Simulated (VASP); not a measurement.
The system is BaTiO3.

```
Ba Ti O
1.0
     2.82737    1.63238    2.31839
    -2.82737    1.63238    2.31839
     0.00000   -3.26476    2.31839
Ba Ti O
1 1 3
Direct
  0.00000 0.00000 0.00000
  0.48450 0.48450 0.48450
  0.50860 0.50860 0.01750
  0.01750 0.50860 0.50860
  0.50860 0.01750 0.50860
```

| Property | Result |
| --- | --- |
| Program | VASP 6.6.1 |
| Task | relaxation of cell and atoms |
| Functional | PBEsol |
| Potentials or basis | VASP PAW PBE potentials, release 64 (Ba_sv, Ti_sv, O) |
| Cutoff | 520 eV |
| k mesh | 3 × 3 × 3 |
| Occupations | gaussian, width 0.02 eV |
| Spin | no spin polarisation |

At the start: pressure 0.7 GPa; volume 12.84 Å³/atom.

**Question.** How do energy, volume and symmetry change on relaxing?

**Answer.** Over 11 steps the energy falls by 2.2 meV/atom and the volume is 12.97 Å³/atom (+1.0 %); space group R3m (No. 160, to 0.05 Å).

Step by step:
| step | energy change (eV) | largest force (eV/Å) | pressure (GPa) | volume (Å³) |
| --- | --- | --- | --- | --- |
| 1 | 0.0000 | 0.2349 | 0.70 | 64.20 |
| 2 | -0.0062 | 0.1800 | -0.44 | 64.72 |
| 3 | -0.0070 | 0.1517 | -0.96 | 64.96 |
| 4 | -0.0101 | 0.0936 | -0.05 | 64.79 |
| 5 | -0.0102 | 0.0890 | 0.11 | 64.76 |
| 6 | -0.0107 | 0.0617 | 0.07 | 64.80 |
| 7 | -0.0110 | 0.0227 | 0.02 | 64.84 |
| 8 | -0.0111 | 0.0107 | -0.05 | 64.86 |
| 9 | -0.0111 | 0.0064 | -0.08 | 64.87 |
| 10 | -0.0111 | 0.0046 | 0.06 | 64.82 |
| 11 | -0.0111 | 0.0008 | 0.00 | 64.85 |

Final structure:
```
CELL_PARAMETERS angstrom
2.83469 1.63661 2.32957
-2.83469 1.63661 2.32957
0.00000 -3.27322 2.32957
ATOMIC_POSITIONS crystal
Ba 0.99563 0.99563 0.99563
Ti 0.48078 0.48078 0.48078
O 0.51185 0.51185 0.01908
O 0.01908 0.51185 0.51185
O 0.51185 0.01908 0.51185
```

Caveat: the k mesh is coarse (spacing up to 0.52 Å⁻¹), so the values aren't converged; the PAW data sets were made with another functional, which shifts forces and pressure a little.
